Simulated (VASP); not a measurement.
# Se (P3_121) in VASP: notebook, part 3 of 3

VASP 6.6.1. The steps go on from the part before.

## (6) Dielectric tensor, LDA

INCAR reads:

```
SYSTEM = Se
PREC = Accurate
ENCUT = 800
EDIFF = 1E-8
ISMEAR = 0
SIGMA = 0.01
LREAL = .False.
LASPH = .True.
NELM = 100
ALGO = Normal
ISIF = 2
LWAVE = .False.
LCHARG = .False.
GGA = CA
LEPSILON = .True.
```

KPOINTS reads:

```
regular mesh
0
Gamma
  12 12 10
  0 0 0
```

POSCAR reads:

```
Se
1.0
    4.3662000000      0.0000000000      0.0000000000
   -2.1831000000      3.7812401180      0.0000000000
    0.0000000000      0.0000000000      4.9536000000
Se
3
Direct
    0.7746000000      0.7746000000      0.0000000000
    0.0000000000      0.2254000000      0.6666666667
    0.2254000000      0.0000000000      0.3333333333
```

Potentials or basis: VASP PAW LDA potentials, release 64 (Se).

The run is started by

```
$ cat potpaw_LDA.64/Se/POTCAR > POTCAR
$ mpirun -np 1 vasp_std > vasp.out
```

OUTCAR:

```text
SYSTEM = Se
   PREC = Accurate
   ENCUT = 800
   EDIFF = 1E-8
   ISMEAR = 0
   LREAL = .False.
   LASPH = .True.
   NELM = 100
   ISIF = 2
   GGA = CA
   LEPSILON = .True.

 ion  position               nearest neighbor table
   1  0.775  0.775  0.000-   2 2.37   3 2.37
   2  0.000  0.225  0.667-   1 2.37   3 2.37
   3  0.225  0.000  0.333-   1 2.37   2 2.37

  LATTYP: Found a hexagonal cell.
 ALAT       =     4.3662000000
 C/A-ratio  =     1.1345334616

  Lattice vectors:

 A1 = (   4.3662000000,   0.0000000000,   0.0000000000)
 A2 = (  -2.1831000000,   3.7812401180,   0.0000000000)
 A3 = (   0.0000000000,   0.0000000000,   4.9536000000)

Analysis of symmetry for initial positions (statically):
=====================================================================
 Subroutine PRICEL returns:
 Original cell was already a primitive cell.

 Routine SETGRP: Setting up the symmetry group for a
 hexagonal supercell.

 Subroutine GETGRP returns: Found  6 space group operations
 (whereof  2 operations were pure point group operations)
 out of a pool of 24 trial point group operations.

The static configuration has the point symmetry C_2 .
 The point group associated with its full space group is D_3 .

Analysis of symmetry for dynamics (positions and initial velocities):
=====================================================================
 Subroutine PRICEL returns:
 Original cell was already a primitive cell.

 Routine SETGRP: Setting up the symmetry group for a
 hexagonal supercell.

 Subroutine GETGRP returns: Found  6 space group operations
 (whereof  2 operations were pure point group operations)
 out of a pool of 24 trial point group operations.

The dynamic configuration has the point symmetry C_2 .
 The point group associated with its full space group is D_3 .

 Subroutine INISYM returns: Found  6 space group operations
 (whereof  2 operations are pure point group operations),
 and found     1 'primitive' translations

----------------------------------------------------------------------------------------

                                     Primitive cell

  volume of cell :      81.7822

  direct lattice vectors                    reciprocal lattice vectors
     4.366200000  0.000000000  0.000000000     0.229032110  0.132231751  0.000000000
    -2.183100000  3.781240118  0.000000000     0.000000000  0.264463501  0.000000000
     0.000000000  0.000000000  4.953600000     0.000000000  0.000000000  0.201873385

  length of vectors
     4.366200000  4.366200000  4.953600000     0.264463501  0.264463501  0.201873385

  position of ions in fractional coordinates (direct lattice)
     0.774600000  0.774600000  0.000000000
     0.000000000  0.225400000  0.666666667
     0.225400000  0.000000000  0.333333333

  ion indices of the primitive-cell ions
[... 506 lines left out ...]
     12       4.9644      0.00000
     13       8.5490      0.00000

 [... further k-points ...]

  FORCE on cell =-STRESS in cart. coord.  units (eV):
  Direction    XX          YY          ZZ          XY          YZ          ZX
  --------------------------------------------------------------------------------------
  -------------------------------------------------------------------------------------
  Total       -0.7904218     -0.7904218     -0.0544941      0.0000000      0.0000000     -0.0000000
  in kB      -15.4849805    -15.4849805     -1.0675830      0.0000000      0.0000000     -0.0000000
  external PRESSURE =     -10.6791813 kB  Pullay stress =       0.0000000 kB

 VOLUME and BASIS-vectors are now :
 -----------------------------------------------------------------------------
  energy-cutoff  :      800.00
  volume of cell :       81.78
      direct lattice vectors                 reciprocal lattice vectors
     4.366200000  0.000000000  0.000000000     0.229032110  0.132231751  0.000000000
    -2.183100000  3.781240118  0.000000000     0.000000000  0.264463501  0.000000000
     0.000000000  0.000000000  4.953600000     0.000000000  0.000000000  0.201873385

 POSITION                                       TOTAL-FORCE (eV/Angst)
 -----------------------------------------------------------------------------------
      1.69103      2.92895      0.00000        -0.130956     -0.226822      0.000000
     -0.49207      0.85229      3.30240        -0.130956      0.226822      0.000000
      0.98414      0.00000      1.65120         0.261911      0.000000     -0.000000
 -----------------------------------------------------------------------------------
    total drift:                               -0.000000     -0.000000      0.000000

  FREE ENERGIE OF THE ION-ELECTRON SYSTEM (eV)
  ---------------------------------------------------
  free  energy   TOTEN  =       -12.3245233014 eV

  energy  without entropy=      -12.3245233014  energy(sigma->0) =      -12.32452330

 HEAD OF MICROSCOPIC STATIC DIELECTRIC TENSOR (INDEPENDENT PARTICLE, excluding Hartree and local field effects)
 ------------------------------------------------------
          11.475991     0.000000     0.000000
           0.000000    11.475991     0.000000
          -0.000000     0.000000    16.411400
 ------------------------------------------------------

 Free energy of the ion-electron system (eV)
  ---------------------------------------------------
  ---------------------------------------------------
  free energy    TOTEN  =        -2.12204404 eV

  energy without entropy =       -2.12204404

------------------------ aborting loop because EDIFF is reached ----------------------------------------

--------------------------------------- Ionic step        2  -------------------------------------------

------------------------ aborting loop because EDIFF is reached ----------------------------------------

--------------------------------------- Ionic step        3  -------------------------------------------

 Free energy of the ion-electron system (eV)
  ---------------------------------------------------
  ---------------------------------------------------
  free energy    TOTEN  =        -3.36762821 eV

  energy without entropy =       -3.36762821

------------------------ aborting loop because EDIFF is reached ----------------------------------------

 PIEZOELECTRIC TENSOR FIELD DIRECTION 3  (e Angst)
 -----------------------------------------------------------------------------
     0.00123  0.00000  0.00000           (  0.00000  0.00000 -0.00000)
    -0.00000  0.00123  0.00000           ( -0.00000  0.00000  0.00000)
     0.00000 -0.00000 -0.00123           ( -0.00000  0.00000 -0.00001)

 PIEZOELECTRIC TENSOR FIELD DIRECTION 3  (C/m^2)
 -----------------------------------------------------------------------------
     0.00024  0.00000  0.00000
    -0.00000  0.00024  0.00000
     0.00000 -0.00000 -0.00024

 MACROSCOPIC STATIC DIELECTRIC TENSOR (including local field effects in DFT)
 ------------------------------------------------------
           9.953881     0.000000     0.000000
           0.000000     9.953881     0.000000
           0.000000     0.000000    15.149066
 ------------------------------------------------------

 PIEZOELECTRIC TENSOR (including local field effects)  for field in x, y, z        (e  Angst)
          XX          YY          ZZ          XY          YZ          ZX
  --------------------------------------------------------------------------------
  x    -1.75329     1.75329     0.00000    -0.00000     0.14269     0.00000
  y    -0.00000     0.00000     0.00000     1.75329     0.00000    -0.14269
  z     0.00000     0.00000     0.00000    -0.00000     0.00000     0.00000

 PIEZOELECTRIC TENSOR (including local field effects)  for field in x, y, z        (C/m^2)
          XX          YY          ZZ          XY          YZ          ZX
  --------------------------------------------------------------------------------
  x    -0.34348     0.34348     0.00000    -0.00000     0.02795     0.00000
  y    -0.00000     0.00000     0.00000     0.34348     0.00000    -0.02796
  z     0.00000     0.00000     0.00000    -0.00000     0.00000     0.00000

 BORN EFFECTIVE CHARGES (including local field effects) (in |e|, cummulative output)
 ---------------------------------------------------------------------------------
 ion    1
    1    -0.43155     0.74746     0.36622
    2     0.74746     0.43155    -0.21144
    3     0.71751    -0.41426    -0.00000
 ion    2
    1    -0.43155    -0.74746    -0.36622
    2    -0.74746     0.43155    -0.21144
    3    -0.71751    -0.41426    -0.00000
 ion    3
    1     0.86309     0.00000     0.00000
    2     0.00000    -0.86309     0.42287
    3    -0.00000     0.82851    -0.00000
```

OSZICAR:

```text
N       E                     dE             d eps       ncg     rms          rms(c)
DAV:   1     0.104645884035E+03    0.10465E+03   -0.92537E+03  4212   0.161E+03
DAV:   2    -0.420946941392E+01   -0.10886E+03   -0.10430E+03  5639   0.199E+02
DAV:   3    -0.123545433163E+02   -0.81451E+01   -0.80672E+01  5277   0.619E+01
DAV:   4    -0.124502613494E+02   -0.95718E-01   -0.95565E-01  4777   0.771E+00
[... 12 lines left out ...]
RMM:   7    -0.336737260585E+01   -0.82582E-03   -0.77546E-06 11055   0.197E-02    0.330E-03
RMM:   8    -0.336764064351E+01   -0.26804E-03    0.27867E-07 10667   0.505E-03    0.109E-03
RMM:   9    -0.336763218235E+01    0.84612E-05   -0.34904E-06 11379   0.141E-03    0.138E-04
RMM:  10    -0.336762600740E+01    0.61750E-05   -0.94912E-07 10104   0.244E-04    0.824E-05
RMM:  11    -0.336762821374E+01   -0.22063E-05   -0.13390E-06  7342   0.884E-05    0.774E-06
```

stdout:

```text
POSCAR found type information on POSCAR Se
 POSCAR found :  1 types and       3 ions
 scaLAPACK will be used
 LDA part: xc-table for (Slater(with rela. corr.)+CA(PZ))
 , standard interpolation
 POSCAR, INCAR and KPOINTS ok, starting setup
 FFT: planning ... GRIDC
 FFT: planning ... GRID_SOFT
 FFT: planning ... GRID
 WAVECAR not read
 entering main loop
 Linear response reoptimize wavefunctions to high precision
 Linear response G [H, r] |phi>, progress :
  Direction:   1
 Linear response G [H, r] |phi>, progress :
  Direction:   2
 Linear response G [H, r] |phi>, progress :
  Direction:   3
 Linear response to external field (no local field effect), progress :
  Direction:   1
 dielectric tensor                  component  1 :    11.698     0.003     1.266
 Linear response to external field (no local field effect), progress :
  Direction:   2
 dielectric tensor                  component  2 :     0.011    11.254    -3.236
 Linear response to external field (no local field effect), progress :
  Direction:   3
 dielectric tensor                  component  3 :     1.264    -3.237    16.411
 Linear response to external field, progress :
  Direction:   1
 dielectric tensor                  component  1 :     9.954    -0.256     0.599
 Linear response to external field, progress :
  Direction:   2
 dielectric tensor                  component  2 :    -0.001     9.954    -0.000
 Linear response to external field, progress :
  Direction:   3
 dielectric tensor                  component  3 :     0.797    -0.866    15.149
 Born effective charges drift removed
```

Run time: 81 min. Hardware: 1 thread of Intel Xeon Platinum 8488C (Sapphire Rapids), shared host; peak memory 2.7 GiB.

Results:

```yaml
Band_gap_on_the_k_mesh: 0.91 eV, indirect (least direct gap 1.13 eV)
Electronic_dielectric_tensor_diagonal: 9.95, 9.95, 15.15
Born_charges_mean_of_the_diagonal: Se +0.00 e
```

Electronic dielectric tensor:
```
 9.95  0.00  0.00
 0.00  9.95  0.00
 0.00  0.00 15.15
```

Born effective charge tensors (e):
atom 1, Se
```
-0.43  0.75  0.37
 0.75  0.43 -0.21
 0.72 -0.41  0.00
```
atom 2, Se
```
-0.43 -0.75 -0.37
-0.75  0.43 -0.21
-0.72 -0.41  0.00
```
atom 3, Se
```
 0.86  0.00  0.00
 0.00 -0.86  0.42
 0.00  0.83  0.00
```

A k mesh can miss the band edges.

## (7) Summary

```csv
task,level,potentials or basis,k mesh,cutoff (eV),smearing,ladder,grid for exact exchange (PRECFOCK),screening parameter,further INCAR settings,exchange at q = 0,gap on the mesh (eV),pressure (GPa),largest force (eV/Å)
band structure,HSE06,"VASP PAW PBE potentials, release 64 (Se)",6 × 6 × 4,520,gaussian 0.02 eV,gaps,Fast,0.2 1/A,ALGO = Normal; EDIFF = 1e-06,-,1.79,0.5,0.19
band structure,HSE03,"VASP PAW PBE potentials, release 64 (Se)",6 × 6 × 4,520,gaussian 0.02 eV,gaps,Fast,-,ALGO = Normal; EDIFF = 1e-06,-,1.60,0.7,0.13
band structure,PBE0,"VASP PAW PBE potentials, release 64 (Se)",6 × 6 × 4,520,gaussian 0.02 eV,gaps,Fast,-,ALGO = Normal; EDIFF = 1e-06,truncated,2.43,0.4,0.22
band structure,r2SCAN-EpsX,"VASP PAW PBE potentials, release 64 (Se)",6 × 6 × 4,520,gaussian 0.02 eV,gaps,Fast,-,ALGO = Normal; EDIFF = 1e-06,truncated,1.72,0.7,0.12
dielectric tensor,LDA,"VASP PAW LDA potentials, release 64 (Se)",12 × 12 × 10,800,gaussian 0.01 eV,-,-,-,ALGO = Normal; EDIFF = 1e-08,-,0.91,-,-
```

Alike in all rows: no spin polarisation; cell as given.

Caveats: the PAW data sets were made with another functional, which shifts forces and pressure a little (some runs).

Absolute energies hang on the potentials; compare differences alone.
